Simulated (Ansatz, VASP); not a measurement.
**Two plane-wave programs on Fe**

The input INCAR:

```
  PREC = Accurate
  ENCUT = 520
  EDIFF = 1E-7
  ISMEAR = 0
  SIGMA = 0.15
  LREAL = False
  LASPH = True
  NELM = 150
  ALGO = Fast
  ISIF = 2
  LWAVE = False
  LCHARG = False
  ISPIN = 2
  MAGMOM = 2.44
  LORBIT = 11
  LMAXMIX = 4
  GGA = PE
  NBANDS = 14
```

File KPOINTS:

```
regular mesh
0
Gamma
  10 10 10
```

The input POSCAR:

```
Fe
1.0
   -1.4677340298      1.4157750842      1.4818917806
    1.4677340298     -1.4157750842      1.4818917806
    1.4677340298      1.4157750842     -1.4818917806
Fe
1
Direct
    0.0000000000      0.0000000000      0.0000000000
```

Input for Ansatz:

```yaml
crystal:
  lattice:
    - [-1.4677340298, 1.4157750842, 1.4818917806]
    - [1.4677340298, -1.4157750842, 1.4818917806]
    - [1.4677340298, 1.4157750842, -1.4818917806]
  atoms:
    - { symbol: Fe, position: [0.0, 0.0, 0.0], spin: 2.44 }
basis:
  ecutwfc: 520.0
kpoints:
  mp_grid: { grid: [10, 10, 10] }
hamiltonian:
  xc: pbe
scf:
  occupations: { method: gaussian, width: 0.15 }
output:
  forces: true
  stress: true
  eigenvalues: true
  populations: true
magnetization:
  spin_polarized: true
```

Change from the starting cell: normal strain along x +0.0367, normal strain along z +0.0467.

Alike in both runs: task single point; functional PBE; k mesh 10 × 10 × 10; occupations gaussian, width 0.15 eV; collinear spin.

|  | VASP | Ansatz |
| --- | --- | --- |
| version | VASP 6.6.1 | Ansatz 0.2.0 |
| potentials or method | VASP PAW PBE potentials, release 64 (Fe) | scalar-relativistic, plane waves, PAW |
| plane-wave cutoff (eV) | 520 | 520 |
| valence electrons in the cell | 8 | 16 |

```tsv
	VASP	Ansatz	Ansatz less VASP
gap on the k mesh at the Fermi level (eV)	none	none	-
pressure (GPa)	-12.8	-13.2	-0.41
largest component of the traceless stress (GPa)	2.15	2.55	+0.399
net moment per atom (μB)	2.30	2.26	-0.042
size of the moment on the site where the two differ most (μB)	2.32	2.33	+0.011
```

Site moments also hang on the region over which each program counts them. A gap of «none» marks a metal or a gap that the smearing closes. The two sets of potentials don't hold the same shells in valence.
